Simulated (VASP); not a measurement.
C:

```
CELL_PARAMETERS angstrom
2.52210 0.00000 0.00000
-1.26105 2.18420 0.00000
0.00000 0.00000 8.23710
ATOMIC_POSITIONS crystal
C 0.66667 0.33333 0.84375
C 0.33333 0.66667 0.34375
C 0.66667 0.33333 0.65625
C 0.33333 0.66667 0.15625
C 0.00000 0.00000 0.90625
C 0.00000 0.00000 0.40625
C 0.00000 0.00000 0.59375
C 0.00000 0.00000 0.09375
```

This is a hexagonal form of diamond, not graphite.

Program: VASP 6.6.1. Alike in all runs: task band structure; potentials or basis VASP PAW PBE potentials, release 64 (C); no spin polarisation; cell as given; k mesh 12 × 12 × 4; cutoff (eV) 520; smearing fermi-dirac 0.05 eV.

**Question.** Order these runs on this cell by their pressure, lowest first.
A. level r2SCAN
B. level TPSS
C. level rSCAN

**Answer.** C (-2.9 GPa), A (-0.8 GPa), B (2.3 GPa).

Caveats: the PAW data sets were made with another functional, which shifts forces and pressure a little.

Runs at the PBE level aren't shown here.
